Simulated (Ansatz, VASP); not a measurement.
## CdS in VASP and in Ansatz

Contents of INCAR:

```
SYSTEM = CdS
PREC     = Accurate       ! precision mode
ENCUT    = 520            ! plane-wave cutoff, eV
EDIFF    = 1E-8           ! SCF threshold, eV
ISMEAR   = -1             ! smearing method
SIGMA    = 0.02           ! smearing width, eV
LREAL    = .False.        ! projectors in reciprocal space
LASPH    = .True.         ! aspherical terms in the spheres
NELM     = 100            ! most SCF steps
ALGO     = Normal         ! electronic algorithm
ISIF     = 2              ! what is computed and relaxed
LWAVE    = .False.        ! write WAVECAR
LCHARG   = .False.        ! write CHGCAR
GGA      = PE             ! functional
LEFG     = .True.       
NBANDS   = 16             ! bands
```

The input KPOINTS:

```
regular mesh
0
Gamma
  7 7 7
  0 0 0
```

The input POSCAR:

```
CdS
1.0
    0.0000000000      2.9624437910      2.9624437910
    2.9624437910      0.0000000000      2.9624437910
    2.9624437910      2.9624437910      0.0000000000
Cd S
1 1
Direct
    0.0000000000      0.0000000000      0.0000000000
    0.7500000000      0.7500000000      0.7500000000
```

Input for Ansatz:

```yaml
crystal:
  lattice:
    - [0.0, 2.962443791, 2.962443791]
    - [2.962443791, 0.0, 2.962443791]
    - [2.962443791, 2.962443791, 0.0]
  atoms:
    - { symbol: Cd, position: [0.0, 0.0, 0.0] }
    - { symbol: S, position: [0.75, 0.75, 0.75] }
kpoints:
  mp_grid: { grid: [7, 7, 7] }
scf:
  occupations: { method: fermi_dirac, width: 0.02 }
hamiltonian:
  xc: pbe
  pseudopotentials: { kind: paw }
output:
  forces: true
  stress: true
  eigenvalues: true
  efg: { contact_densities: true }
```

Change from the starting cell: volume scaled by 1.02, PAW files.

Alike in both runs: task electric field gradients; functional PBE; k mesh 7 × 7 × 7; occupations fermi-dirac, width 0.02 eV; no spin polarisation.

|  | VASP | Ansatz |
| --- | --- | --- |
| version | VASP 6.6.1 | Ansatz 0.2.0 |
| potentials or method | VASP PAW PBE potentials, release 64 (Cd, S) | PAW with Ansatz's default frozen-core files, scalar-relativistic |
| plane-wave cutoff (eV) | 520 | 420 |
| valence electrons in the cell | 18 | 26 |

```csv
,VASP,Ansatz,Ansatz less VASP
gap on the k mesh at the Fermi level (eV),1.05,1.04,-0.002
pressure (GPa),0.3,0.0,-0.29
Vzz of the field gradient on the site that differs most (V/Å²),0.0,0.0,0.00
```

The two sets of potentials don't hold the same shells in valence. Ansatz warned: «gradients_without_spin_orbit».
